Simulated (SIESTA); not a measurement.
Runs of SIESTA 5.4.2 on Tc. The structure is hexagonal, space group P6_3/mmc (No. 194). The conventional cell has a = 2.740 Å, b = 2.740 Å, c = 4.398 Å, α = 90.00°, β = 90.00°, γ = 120.00°. Tc (site symmetry -6m2) has 12 Tc at 2.71 to 2.74 Å as nearest neighbours. 

| task | level | potentials or basis | cell | k mesh | force tolerance | energy shift | gap on the mesh (eV) | pressure (GPa) | V0 of scaled cells (Å³/atom) | B0 (GPa) |
| --- | --- | --- | --- | --- | --- | --- | --- | --- | --- | --- |
| equation of state | PBE | PseudoDojo 0.4 standard (PBE files), DZP (energy shift 0.002 Ry) | as given | 11 × 11 × 6 | - | 0.002 Ry | - | - | (b) | 295 |
| relaxation of cell and atoms | PBEsol | PseudoDojo 0.4 standard (PBEsol files), DZP (energy shift 0.003 Ry; two zetas on semicore shells) | relaxed | 8 × 8 × 4 | 0.04 eV/Å | 0.003 Ry | none | 0.1 | - | - |
| band structure | LDA | PseudoDojo 0.4 standard (LDA files), DZP (energy shift 0.003 Ry; two zetas on semicore shells) | as given | 11 × 11 × 6 | - | 0.003 Ry | none | -7.4 | - | - |
| equation of state | LDA | PseudoDojo 0.4 standard (LDA files), DZP (energy shift 0.003 Ry; two zetas on semicore shells) | as given | 11 × 11 × 6 | - | 0.003 Ry | - | - | 13.97 | 334 |
| single point | PBE | PseudoDojo 0.4 standard (PBE files), DZP (energy shift 0.002 Ry) | as given | 11 × 11 × 6 | - | 0.002 Ry | none | (a) | - | - |

Alike in all rows: no spin polarisation; smearing fermi-dirac 0.05 eV; grid cutoff 800 Ry.

Q: Estimate the missing entries.

A: (a) 6.6; (b) 14.61.

Caveats: the basis of atomic orbitals isn't converged, which shifts pressures, moduli and gaps; semicore shells carry a single zeta, which can move pressures by several GPa and volumes by a few percent (some runs); the cell was scaled at fixed shape and fractional positions, which overstates the stiffness of a crystal with free parameters, most of all of layers and chains (some runs).

A k mesh can miss the band edges, and the runs leave out spin-orbit coupling on Tc.

A gap of «none» marks a metal or a gap under the smearing width.

Not every run made on this cell is shown here.
